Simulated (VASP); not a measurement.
Wanted: the native input for a VASP 6.6.1 run.

```yaml
Task: density of states
Functional: PBE
Potentials_or_basis: VASP PAW PBE potentials, release 64 (Be, Te)
Cutoff: 520 eV
k_mesh: 13 × 13 × 13
Occupations: fermi-dirac, width 0.1 eV
Spin: no spin polarisation
Dipole_correction: no
k_mesh_for_the_DOS: 20 × 20 × 20
Occupations_for_the_DOS: tetrahedron
Further_INCAR_settings: ALGO = Normal; EDIFF = 1e-06
```

The system is BeTe.

```xyz
2
Lattice="0.0000 2.0868 2.0868 2.0868 0.0000 2.0868 2.0868 2.0868 0.0000" Properties=species:S:1:pos:R:3 pbc="T T T"
Be    0.0000    0.0000    0.0000
Te    1.0434    1.0434    1.0434
```

The cell comes from a database or a generator and needn't be the stable form of this composition.

The cell isn't the ideal one: volume scaled by 0.4, LAPW.

These files were run (other wordings do the same):

POSCAR

```
BeTe
1.0
    0.0000000000      2.0868334629      2.0868334629
    2.0868334629      0.0000000000      2.0868334629
    2.0868334629      2.0868334629      0.0000000000
Be Te
1 1
Direct
    0.0000000000      0.0000000000      0.0000000000
    0.2500000000      0.2500000000      0.2500000000
```

INCAR.step1

```
SYSTEM = BeTe
ALGO = Normal ; EDIFF = 1E-6
ENCUT = 520 ; GGA = PE
ISIF = 2 ; ISMEAR = -1
LASPH = .TRUE. ; LCHARG = .TRUE.
LREAL = .FALSE. ; LWAVE = .FALSE.
NBANDS = 11 ; NELM = 100
PREC = Accurate ; SIGMA = 0.1
```

KPOINTS.step1

```
k-points
0
G
  13 13 13
  0 0 0
```

INCAR.step2

```
SYSTEM = BeTe
ALGO = Normal ; EDIFF = 1E-6
ENCUT = 520 ; GGA = PE
ICHARG = 11 ; ISIF = 2
ISMEAR = -5 ; LASPH = .TRUE.
LCHARG = .FALSE. ; LORBIT = 11
LREAL = .FALSE. ; LWAVE = .FALSE.
NEDOS = 1001 ; NELM = 100
PREC = Accurate ; SIGMA = 0.1
```

KPOINTS.step2

```
k-points
0
G
  20 20 20
  0 0 0
```

Potentials or basis: VASP PAW PBE potentials, release 64 (Be, Te).

The run is started by

```console
$ cat potpaw_PBE.64/Be/POTCAR potpaw_PBE.64/Te/POTCAR > POTCAR
$ cp INCAR.step1 INCAR
$ cp KPOINTS.step1 KPOINTS
$ mpirun -np 1 vasp_std > vasp.out
$ cp INCAR.step2 INCAR
$ cp KPOINTS.step2 KPOINTS
$ mpirun -np 1 vasp_std > vasp.out
```

Results of the run:

```
Valence electrons inside the program's atomic spheres : Be 2.89; Te 4.56
```

Caveat: the cell as given lies far from equilibrium.

Wall time 25 s on 1 thread of Intel(R) Xeon(R) Platinum 8488C (Sapphire Rapids) (shared host), peak memory 0.17 GiB.
